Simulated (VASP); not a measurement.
Wanted: the native input for a VASP 6.6.1 run.

- Task: single point
- Functional: PBE
- Potentials or basis: VASP PAW PBE potentials, release 64 (In_d, As)
- Cutoff: 520 eV
- k mesh: 14 × 14 × 14
- Occupations: gaussian, width 0.05 eV
- Spin: no spin polarisation
- Dipole correction: no
- Further INCAR settings: ALGO = Fast; EDIFF = 1e-07; NBANDS = 16

The structure of InAs lies in POSCAR:

```
InAs
1.0
    0.0000000000      2.8773040000      2.8773040000
    2.8773040000      0.0000000000      2.8773040000
    2.8773040000      2.8773040000      0.0000000000
In As
1 1
Direct
    0.5000000000      0.5000000000      0.5000000000
    0.0000000000      0.0000000000      0.0000000000
```

Measurements of this composition are mostly on another form, of space group No. 216.

These files were run (other wordings do the same):

INCAR

```
PREC = Accurate ; ENCUT = 520
EDIFF = 1E-7 ; ISMEAR = 0
SIGMA = 0.05 ; LREAL = F
LASPH = T ; NELM = 100
ALGO = Fast ; ISIF = 2
LWAVE = F ; LCHARG = T
GGA = PE ; LELF = T
LVHAR = T ; NBANDS = 16
```

KPOINTS

```
Automatic mesh
0
Gamma
  14 14 14
```

Potentials or basis: VASP PAW PBE potentials, release 64 (In_d, As).

Run with:

```bash
$ cat potpaw_PBE.64/In_d/POTCAR potpaw_PBE.64/As/POTCAR > POTCAR
$ mpirun -np 1 vasp_std > vasp.out
```

It gave:

```json
{
 "Pressure": "-0.1 GPa",
 "Band gap on the k mesh": "none (metal or under the smearing width)"
}
```

Wall time 53 s on 1 thread of Intel(R) Xeon(R) Platinum 8559C (Emerald Rapids), on a shared host, peak memory 0.22 GiB.
